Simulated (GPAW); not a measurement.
# AlN (P6_3mc) in GPAW: further runs

One crystal, AlN, is run at these levels: PBE, TB-mBJ; tasks: equation of state, single point.

All numbers are computed with GPAW 26.7.0; they aren't measurements. Logs are shortened: lines on timing, memory, paths and dates and some standing lists are left out, and cuts for length are marked. The log counts tension as positive stress, the text compression.

**Experimental background.**

From “Structural and optical properties of self-assembled AlN nanowires grown on SiO2/Si substrates by molecular beam epitaxy”, 2024, arxiv:2402.00216, for a bulk crystal of AlN at 0 K: band gap 6.0343 eV (an exciton energy, a little under the gap).

How close the calculation comes is told below.

### Step 1. Starting point

The structure is hexagonal, space group P6_3mc (No. 186). The conventional cell has a = 3.113 Å, b = 3.113 Å, c = 4.981 Å, α = 90.00°, β = 90.00°, γ = 120.00°. Around Al (site symmetry 3m) lie 4 N at 1.89 Å. N (site symmetry 3m) is surrounded by 4 Al at 1.89 Å.

### Step 2. Equation of state, PBE

run.py

```python
from ase.eos import EquationOfState
from ase.io import Trajectory, read
from ase.units import GPa
from gpaw import GPAW

atoms = read('AlN.xyz')

traj = Trajectory('eos.traj', 'w')
volumes, energies = [], []
for x in [0.94, 0.96, 0.98, 1.0, 1.02, 1.04, 1.06]:
    a = atoms.copy()
    a.set_cell(atoms.cell * x**(1 / 3), scale_atoms=True)
    calc = GPAW(mode='lcao',
                h=0.18,
                basis='dz(dzp)',
                xc='PBE',
                kpts={'size': (7, 7, 4), 'gamma': True},
                occupations={'name': 'fermi-dirac', 'width': 0.05},
                convergence={'density': 1e-05, 'energy': 1e-05},
                maxiter=150,
                txt=f'eos-{x:.2f}.txt')
    a.calc = calc
    energies.append(a.get_potential_energy(force_consistent=True))
    volumes.append(a.get_volume())
    calc.write(f'eos-{x:.2f}.gpw')
    traj.write(a)
    print(f'{x:.2f} {volumes[-1]:10.4f} A^3 {energies[-1]:14.6f} eV', flush=True)

v0, e0, B = EquationOfState(volumes, energies, eos='birchmurnaghan').fit()
print(f'V0 = {v0:.4f} A^3, E0 = {e0:.6f} eV, B0 = {B / GPa:.2f} GPa')
```

AlN.xyz

```xyz
4
Lattice="3.1130000000 0.0000000000 0.0000000000 -1.5565000000 2.6959370820 0.0000000000 0.0000000000 0.0000000000 4.9810000000" Properties=species:S:1:pos:R:3 pbc="T T T"
Al     1.5565000002      0.8986456939      2.4905000000
Al    -0.0000000002      1.7972913881      0.0000000000
N      1.5565000002      0.8986456939      4.3832800000
N     -0.0000000002      1.7972913881      1.8927800000
```

Potentials or basis: GPAW PAW data sets (gpaw-data 1.2.1), lcao:dz(dzp).

The run is started by

```sh
> OMP_NUM_THREADS=1 python run.py
```

The program printed:

```text
__  _  _
 | _ |_)|_||  |
 |__||  | ||/\| - 26.7.0

Input parameters:
  mode=LCAO(),
  basis={'default': 'dz(dzp)'},
  convergence={'density': 1e-05, 'energy': 1e-05},
  h=0.18,
  kpts=MonkhorstPack(size=(7, 7, 4), gamma=True),
  maxiter=150,
  occupations=Occupations(name='fermi-dirac', width=0.05),
  xc=XC(name='PBE')

           N

           Al
        N

        Al

Atoms  # Å, Bohr magnetons
|   | symbol |         x |        y |        z |    initial magnetic moments |
|---|--------|-----------|----------|----------|-----------------------------|
| 0 |     Al |  1.524726 | 0.880301 | 2.439659 | ( 0.0000,  0.0000,  0.0000) |
| 1 |     Al | -0.000000 | 1.760602 | 0.000000 | ( 0.0000,  0.0000,  0.0000) |
| 2 |      N |  1.524726 | 0.880301 | 4.293800 | ( 0.0000,  0.0000,  0.0000) |
| 3 |      N | -0.000000 | 1.760602 | 1.854141 | ( 0.0000,  0.0000,  0.0000) |

Unit cell  # Å
| periodic |         x |        y |        z |  lengths |     angles |
|----------|-----------|----------|----------|----------|------------|
|      yes |  3.049452 | 0.000000 | 0.000000 | 3.049452 |  90.000000 |
|      yes | -1.524726 | 2.640903 | 0.000000 | 3.049452 |  90.000000 |
|      yes |  0.000000 | 0.000000 | 4.879318 | 4.879318 | 120.000000 |

Number of symmetries: 6
Symmetry operations  # r_c * U_cc + t_c -> r_c
|   | kind |            matrix            |
|---|------|------------------------------|
| 0 |  σ   |  1, 1, 0,  0,-1, 0,  0, 0, 1 |
| 1 |  E   |  1, 0, 0,  0, 1, 0,  0, 0, 1 |
| 2 |  C3  |  0, 1, 0, -1,-1, 0,  0, 0, 1 |
| 3 |  σ   |  0,-1, 0, -1, 0, 0,  0, 0, 1 |
| 4 |  σ   | -1, 0, 0,  1, 1, 0,  0, 0, 1 |
| 5 |  C3  | -1,-1, 0,  1, 0, 0,  0, 0, 1 |

BZ-sampling:
  Number of BZ points: 196
  Number of IBZ points: 28

  Monkhorst-Pack size: [7, 7, 4]
  Monkhorst-Pack shift: [0.0, 0.0, 0.125]

K-points  # in reciprocal-cell coordinates
|     |                                coordinates |     weight |
|-----|--------------------------------------------|------------|
|   0 | (  0.00000000,   0.00000000,   0.00000000) | 0.00510204 |
|   1 | (  0.00000000,   0.00000000,   0.25000000) | 0.01020408 |
|   2 | (  0.00000000,   0.00000000,   0.50000000) | 0.00510204 |
|   3 | (  0.14285714,   0.00000000,  -0.25000000) | 0.03061224 |
|   4 | (  0.14285714,   0.00000000,   0.00000000) | 0.03061224 |
|   5 | (  0.14285714,   0.00000000,   0.25000000) | 0.03061224 |
|   6 | (  0.14285714,   0.00000000,   0.50000000) | 0.03061224 |
|   7 | (  0.28571429,  -0.14285714,   0.00000000) | 0.03061224 |
|   8 | (  0.28571429,  -0.14285714,   0.25000000) | 0.06122449 |
|   9 | (  0.28571429,  -0.14285714,   0.50000000) | 0.03061224 |
| ... |                                            |            |
|  27 | (  0.42857143,   0.42857143,   0.50000000) | 0.03061224 |

basis functions: 32
Spin-components: 1 (collinear spins)
Bands:           14
Projectors:      20
Spin-degeneracy: 2
Datatype:        <class 'complex'>

Parallelization:
  kpt:    1
  domain: 1
  band:   1

Density:
  Valence electrons: 16.0
  Components: 1
  Grid points: [16 16 28]
  Charge: 0.0  # |e|

Potential:
  Grid points: [16 16 28]

species:
  Al:
    name:    Aluminium
    Z:       13.0
    valence: 3
    core:    10
    charge:  0.0  # [|e|]
    compensation charges:
      type: gauss
      rc: 0.34  # [Å]
      lmax: 2
    cutoffs:
      filter: 1.91  # [Å]
      core: 2.36  # [Å]
    projectors
    | kind |    occ | energy [eV] | rcut [Å] |
    |------|--------|-------------|----------|
    |   3s |  2.000 |      -7.753 |    1.085 |
    |   3p |  1.000 |      -2.712 |    1.085 |
    |    s |        |      19.459 |    1.085 |
    |    p |        |      24.499 |    1.085 |
    |    d |        |       0.000 |    1.085 |

    LCAO basis set for Al:
      Name: dz(dzp)
      File: <dir>
      Number of radial functions: 4
      Number of spherical harmonics: 8
        l=0, rc=7.8750 Bohr: 3s-sz confined orbital
        l=1, rc=10.4219 Bohr: 3p-sz confined orbital
        l=0, rc=4.6094 Bohr: 3s-dz split-valence wave
        l=1, rc=6.2812 Bohr: 3p-dz split-valence wave
      Number of RI-basis functions 0

  N:
    name:    Nitrogen
    Z:       7.0
    valence: 5
    core:    2
    charge:  0.0  # [|e|]
    compensation charges:
      type: gauss
      rc: 0.18  # [Å]
      lmax: 2
    cutoffs:
      filter: 1.11  # [Å]
      core: 0.96  # [Å]
    projectors
    | kind |    occ | energy [eV] | rcut [Å] |
    |------|--------|-------------|----------|
    |   2s |  2.000 |     -18.583 |    0.603 |
    |   2p |  3.000 |      -7.089 |    0.529 |
    |    s |        |       8.629 |    0.603 |
    |    p |        |      20.123 |    0.529 |
    |    d |        |       0.000 |    0.577 |

    LCAO basis set for N:
      Name: dz(dzp)
      File: <dir>
      Number of radial functions: 4
      Number of spherical harmonics: 8
        l=0, rc=4.8594 Bohr: 2s-sz confined orbital
        l=1, rc=6.0625 Bohr: 2p-sz confined orbital
        l=0, rc=2.6094 Bohr: 2s-dz split-valence wave
        l=1, rc=3.2656 Bohr: 2p-dz split-valence wave
      Number of RI-basis functions 0

Reference energy: -16170.289538  # eV

eigensolver:
  <gpaw.new.lcao.eigensolver.LCAOEigensolver object>
density mixing:
  MSR1-Mixer
  Pratt-step length: 0.05
  Maximum mixing coefficient: 0.75
  Old densities: 10
  SVD Regularization: 0.005
  Good broyden scale: 1.0
  Trust region scale: 1.0
  Backstep threshold: 4.0
  History deletion threshold: 6.0
  Fourier metric: weight=20.0, sigma=0.015

occupation numbers:
  Fermi-Dirac:
    width: 0.0500  # eV

FastPoissonSolver using
    Stencil: 8*3+1=25 point O(h^6) finite-difference Laplacian
    FFT axes: [np.int64(0), np.int64(1), np.int64(2)]
    FST axes: []

xc functional:
  name: PBE with 2 nearest neighbor stencil
interpolation: tri-quintic # 5. degree polynomial

           N

           Al
        N

        Al

Atoms  # Å, Bohr magnetons
|   | symbol |         x |        y |        z |    initial magnetic moments |
|---|--------|-----------|----------|----------|-----------------------------|
| 0 |     Al |  1.524726 | 0.880301 | 2.439659 | ( 0.0000,  0.0000,  0.0000) |
| 1 |     Al | -0.000000 | 1.760602 | 0.000000 | ( 0.0000,  0.0000,  0.0000) |
| 2 |      N |  1.524726 | 0.880301 | 4.293800 | ( 0.0000,  0.0000,  0.0000) |
| 3 |      N | -0.000000 | 1.760602 | 1.854141 | ( 0.0000,  0.0000,  0.0000) |

Unit cell  # Å
| periodic |         x |        y |        z |  lengths |     angles |
|----------|-----------|----------|----------|----------|------------|
|      yes |  3.049452 | 0.000000 | 0.000000 | 3.049452 |  90.000000 |
|      yes | -1.524726 | 2.640903 | 0.000000 | 3.049452 |  90.000000 |
|      yes |  0.000000 | 0.000000 | 4.879318 | 4.879318 | 120.000000 |

Number of symmetries: 6
Symmetry operations  # r_c * U_cc + t_c -> r_c
|   | kind |            matrix            |
|---|------|------------------------------|
| 0 |  σ   |  1, 1, 0,  0,-1, 0,  0, 0, 1 |
| 1 |  E   |  1, 0, 0,  0, 1, 0,  0, 0, 1 |
| 2 |  C3  |  0, 1, 0, -1,-1, 0,  0, 0, 1 |
| 3 |  σ   |  0,-1, 0, -1, 0, 0,  0, 0, 1 |
| 4 |  σ   | -1, 0, 0,  1, 1, 0,  0, 0, 1 |
| 5 |  C3  | -1,-1, 0,  1, 0, 0,  0, 0, 1 |

BZ-sampling:
  Number of BZ points: 196
  Number of IBZ points: 28

  Monkhorst-Pack size: [7, 7, 4]
  Monkhorst-Pack shift: [0.0, 0.0, 0.125]

K-points  # in reciprocal-cell coordinates
|     |                                coordinates |     weight |
|-----|--------------------------------------------|------------|
|   0 | (  0.00000000,   0.00000000,   0.00000000) | 0.00510204 |
|   1 | (  0.00000000,   0.00000000,   0.25000000) | 0.01020408 |
|   2 | (  0.00000000,   0.00000000,   0.50000000) | 0.00510204 |
|   3 | (  0.14285714,   0.00000000,  -0.25000000) | 0.03061224 |
|   4 | (  0.14285714,   0.00000000,   0.00000000) | 0.03061224 |
|   5 | (  0.14285714,   0.00000000,   0.25000000) | 0.03061224 |
|   6 | (  0.14285714,   0.00000000,   0.50000000) | 0.03061224 |
|   7 | (  0.28571429,  -0.14285714,   0.00000000) | 0.03061224 |
|   8 | (  0.28571429,  -0.14285714,   0.25000000) | 0.06122449 |
|   9 | (  0.28571429,  -0.14285714,   0.50000000) | 0.03061224 |
| ... |                                            |            |
|  27 | (  0.42857143,   0.42857143,   0.50000000) | 0.03061224 |

basis functions: 32
Spin-components: 1 (collinear spins)
Bands:           14
Projectors:      20
Spin-degeneracy: 2
Datatype:        <class 'complex'>

Parallelization:
  kpt:    1
  domain: 1
  band:   1

Density:
  Valence electrons: 16.0
  Components: 1
  Grid points: [16 16 28]
  Charge: 0.0  # |e|

Potential:
  Grid points: [16 16 28]

species:
  Al:
    name:    Aluminium
    Z:       13.0
    valence: 3
    core:    10
    charge:  0.0  # [|e|]
    compensation charges:
      type: gauss
      rc: 0.34  # [Å]
      lmax: 2
    cutoffs:
      filter: 1.91  # [Å]
      core: 2.36  # [Å]
    projectors
    | kind |    occ | energy [eV] | rcut [Å] |
    |------|--------|-------------|----------|
    |   3s |  2.000 |      -7.753 |    1.085 |
    |   3p |  1.000 |      -2.712 |    1.085 |
    |    s |        |      19.459 |    1.085 |
    |    p |        |      24.499 |    1.085 |
    |    d |        |       0.000 |    1.085 |

    LCAO basis set for Al:
      Name: dz(dzp)
      File: <dir>
      Number of radial functions: 4
      Number of spherical harmonics: 8
        l=0, rc=7.8750 Bohr: 3s-sz confined orbital
        l=1, rc=10.4219 Bohr: 3p-sz confined orbital
        l=0, rc=4.6094 Bohr: 3s-dz split-valence wave
        l=1, rc=6.2812 Bohr: 3p-dz split-valence wave
      Number of RI-basis functions 0

  N:
    name:    Nitrogen
    Z:       7.0
    valence: 5
    core:    2
    charge:  0.0  # [|e|]
    compensation charges:
      type: gauss
      rc: 0.18  # [Å]
      lmax: 2
    cutoffs:
      filter: 1.11  # [Å]
      core: 0.96  # [Å]
    projectors
    | kind |    occ | energy [eV] | rcut [Å] |
    |------|--------|-------------|----------|
    |   2s |  2.000 |     -18.583 |    0.603 |
    |   2p |  3.000 |      -7.089 |    0.529 |
    |    s |        |       8.629 |    0.603 |
    |    p |        |      20.123 |    0.529 |
    |    d |        |       0.000 |    0.577 |

    LCAO basis set for N:
      Name: dz(dzp)
      File: <dir>
      Number of radial functions: 4
      Number of spherical harmonics: 8
        l=0, rc=4.8594 Bohr: 2s-sz confined orbital
        l=1, rc=6.0625 Bohr: 2p-sz confined orbital
        l=0, rc=2.6094 Bohr: 2s-dz split-valence wave
        l=1, rc=3.2656 Bohr: 2p-dz split-valence wave
      Number of RI-basis functions 0

Reference energy: -16170.289538  # eV

eigensolver:
  <gpaw.new.lcao.eigensolver.LCAOEigensolver object>
density mixing:
  MSR1-Mixer
  Pratt-step length: 0.05
  Maximum mixing coefficient: 0.75
  Old densities: 10
  SVD Regularization: 0.005
  Good broyden scale: 1.0
  Trust region scale: 1.0
  Backstep threshold: 4.0
  History deletion threshold: 6.0
  Fourier metric: weight=20.0, sigma=0.015

occupation numbers:
  Fermi-Dirac:
    width: 0.0500  # eV

FastPoissonSolver using
    Stencil: 8*3+1=25 point O(h^6) finite-difference Laplacian
    FFT axes: [np.int64(0), np.int64(1), np.int64(2)]
    FST axes: []

xc functional:
  name: PBE with 2 nearest neighbor stencil
interpolation: tri-quintic # 5. degree polynomial

convergence criteria:
- Maximum integral of absolute [dens]ity change: 1e-05 electrons / valence electron
- Maximum [total energy] change in last 3 cyles: 1e-05 eV / valence electron
- Maximum integral of absolute [eigenst]ate change: 4e-08 eV^2 / valence electron
maximum number of iterations: 150

SCF iterations
|iter     | |      energy | eigst |  dens |
|---------|-|-------------|-------|-------|
|iter:   1| |  -30.774398 |      c|       |
|iter:   2| |  -29.881529 |      c| -0.60 |
|iter:   3| |  -27.214918 |      c| -0.65 |
|iter:   4| |  -27.234407 |      c| -1.38 |
|iter:   5| |  -27.241855 |      c| -1.67 |
|iter:   6| |  -27.241849 |      c| -3.62 |
|iter:   7| |  -27.241849c|      c| -4.07 |
|iter:   8| |  -27.241849c|      c| -5.12c|

Converged in 8 steps
Energy contributions relative to reference atoms: (reference = -16170.289538)

Energy contributions:
  Kinetic:          57.770985
  Coulomb:         -48.362234
  Zero:              0.591336
  External:          0.000000
  Xc:              -37.241936
  Entropy:          -0.000000
  Spinorbit:         0.000000
  ----------------------------
  Free energy:     -27.241849
  Extrapolated:    -27.241849

dipole moment: (-0.000001, 0.000001, -6.536537)  # |e|*Ang

Fermi level: 8.510
Eigenvalues  # (at kpt = [0.000, 0.000, 0.000])
| band index |      eig [eV] | occ [0-2] |
|------------|---------------|-----------|
|          0 |        -8.796 |     2.000 |
|          1 |        -6.391 |     2.000 |
|          2 |         0.473 |     2.000 |
|          3 |         6.144 |     2.000 |
|          4 |         6.151 |     2.000 |
|          5 |         6.857 |     2.000 |
|          6 |         6.865 |     2.000 |
|          7 |         7.116 |     2.000 |
|          8 |        11.648 |     0.000 |
|          9 |        14.196 |     0.000 |
|         10 |        18.466 |     0.000 |
|         11 |        19.039 |     0.000 |
|         12 |        19.040 |     0.000 |
|         13 |        20.948 |     0.000 |

Gap: 4.533 eV
Transition (v -> c):
  (s=0, k=0, n=7, [0.00, 0.00, 0.00]) -> (s=0, k=0, n=8, [0.00, 0.00, 0.00])
No difference between direct/indirect transitions
# Writing to eos-0.94.gpw (mode='')
```

It took 6.1 min on 1 thread of Intel Xeon Platinum 8488C (Sapphire Rapids), shared host; peak memory 0.23 GiB.

The run converged, but some of its settings lie outside the range that counts as converged, so its numbers aren't taken as properties of the crystal.

Results:

- Equilibrium volume: 10.87 Å³/atom
- Bulk modulus at fixed shape and positions: 179 GPa
- Pressure derivative of the bulk modulus: 5.5 (rough: it moves with the points fitted)

Caveat: the cell was scaled at fixed shape and fractional positions, which overstates the stiffness of a crystal with free parameters, most of all of layers and chains; the basis of atomic orbitals isn't converged, which shifts pressures, moduli and gaps.

### Step 3. Single point, TB-mBJ

run.py

```python
from ase import Atoms
from ase.dft.bandgap import bandgap
from ase.io import write
from gpaw import GPAW, PW

atoms = Atoms(['Al', 'Al', 'N', 'N'],
              cell=[[3.113, 0.0, 0.0],
                    [-1.5565, 2.695937082, 0.0],
                    [0.0, 0.0, 4.981]],
              scaled_positions=[[0.6666666667, 0.3333333333, 0.5],
                                [0.3333333333, 0.6666666667, 0.0],
                                [0.6666666667, 0.3333333333, 0.88],
                                [0.3333333333, 0.6666666667, 0.38]],
              pbc=True)

calc = GPAW(mode=PW(800),
            xc='TB09',
            kpts={'size': (8, 8, 6), 'gamma': True},
            occupations={'name': 'fermi-dirac', 'width': 0.05},
            nbands=18,
            convergence={'density': 1e-05, 'energy': 1e-05},
            eigensolver='cg',
            maxiter=150,
            txt='gpaw.txt')
atoms.calc = calc
energy = atoms.get_potential_energy()
calc.write('gs.gpw')
write('result.traj', atoms)
print('Fermi level:', round(calc.get_fermi_level(), 4), 'eV')
print(f'Gap: {bandgap(calc)[0]:.4f} eV, direct: {bandgap(calc, direct=True)[0]:.4f} eV')
```

Potentials or basis: GPAW PAW data sets for LDA (gpaw-data 1.2.1), pw.

The run is started by

```sh
> OMP_NUM_THREADS=1 python run.py
```

Run time: 4.6 min. Hardware: 1 thread of Arm Neoverse N1, shared host; peak memory 0.25 GiB.

The run converged. Its results:

| Quantity | Value |
| --- | --- |
| Band gap on the k mesh | 5.76 eV, direct |

Levels at points of the mesh, in eV from the valence-band top:
```csv
k point,band 5,band 6,band 7,band 8,band 9,band 10,band 11,band 12
"(0.00, 0.00, 0.00)",-0.79,-0.18,-0.18,0.00,5.76,8.27,12.47,12.68
"(0.00, 0.00, 0.50)",-0.50,-0.50,-0.50,-0.50,7.96,7.96,12.11,12.11
"(0.50, 0.50, 0.00)",-3.01,-1.89,-1.50,-0.62,7.37,7.43,9.78,11.87
"(0.50, 0.50, 0.50)",-1.31,-1.31,-1.23,-1.23,6.94,6.94,10.78,10.78
```

Caveat: a model potential gives levels but no total energy; the PAW data sets were made with another functional, which shifts forces and pressure a little.

### Step 4. How close it comes

Step 3. Against the measured gap of AlN, 6.0343 eV (an exciton energy, a little under the gap; 0 K; quoted in “Structural and optical properties of self-assembled AlN nanowires grown on SiO2/Si substrates by molecular beam epitaxy”, 2024, arxiv:2402.00216), the calculated 5.76 eV is off by -0.27 eV. 2 values of this kind are on record (6.034 to 6.0343 eV); this one was drawn at random. The value is that of TB-mBJ on a finite k mesh, which can miss the band edges, without temperature or zero-point motion.
